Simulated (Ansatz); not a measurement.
All numbers below come from DFT PBE, scalar-relativistic, plane waves, PAW in Ansatz 0.2.0. All cells share a 420 eV cutoff and Γ-centred k meshes spaced at most about 0.3 Å⁻¹ (about 0.25 or finer for metals, 2π included). No spin polarisation.

These are static total energies at zero pressure.

Two relaxed structures of Al4Ru3:

A.

Space group I4/mmm (No. 139). a = 3.074 Å, b = 3.074 Å, c = 20.365 Å, α = 90.00°, β = 90.00°, γ = 90.00°
```
atom  site  symmetry       x       y       z
  Al    4e       4mm  0.0000  0.0000  0.2897
  Al    4e       4mm  0.0000  0.0000  0.4285
  Ru    4e       4mm  0.5000  0.5000  0.3522
  Ru    2a     4/mmm  0.0000  0.0000  0.0000
```

B.

Space group R-3m:H (No. 166). a = 4.232 Å, b = 4.232 Å, c = 20.346 Å, α = 90.00°, β = 90.00°, γ = 120.00°
```csv
atom,site,symmetry,x,y,z
Al,6c,3m,0.3333,0.6667,0.2931
Al,6c,3m,0.0000,0.0000,0.1228
Ru,6c,3m,0.6667,0.3333,0.0822
Ru,3b,-3m,0.3333,0.6667,0.1667
```

Task: Which would you expect to be lower, and how large is the difference?

Result: A is lower, by 170 meV/atom. A has Al and Ru ordered on bcc sites, space group I4/mmm (No. 139), 13.7 Å³/atom and no gap on its mesh; B has space group R-3m (No. 166), 15.0 Å³/atom and no gap. Counting all near atoms (those within 1.25 times the shortest distance at each site; a plus sign parts nearer from farther groups; a slash parts the counts of unlike sites), A has Al 14, Ru 14/8+6 and B has Al 5+6/7+6, Ru 8+3/8+6. The denser one is the lower, and pressure would at first widen the difference. In A, Al on its first site is surrounded by 4 Ru at 2.52 Å, 5 Al at 2.71–2.83 Å, 1 Ru at 2.89 Å and 4 Al at 3.07 Å; Al on its second site is surrounded by 8 Ru at 2.62–2.67 Å and 6 Al at 2.83–3.07 Å; around Ru on a site of symmetry 4mm lie 4 Al at 2.52 Å, 4 Al at 2.67 Å, 1 Al at 2.89 Å and 5 Ru at 3.01–3.07 Å; 1 more site not described. In B, Al on its first site has 5 Ru at 2.49–2.59 Å and 6 Al at 2.94–2.97 Å; Al on its second site is surrounded by 7 Ru at 2.58–2.61 Å and 6 Al at 2.97–3.03 Å; around Ru on a site of symmetry 3m lie 8 Al at 2.49–2.61 Å and 3 Ru at 2.99 Å; 1 more site not described. Both come from invented guesses.

Cells relaxed within their symmetry can be saddle points.
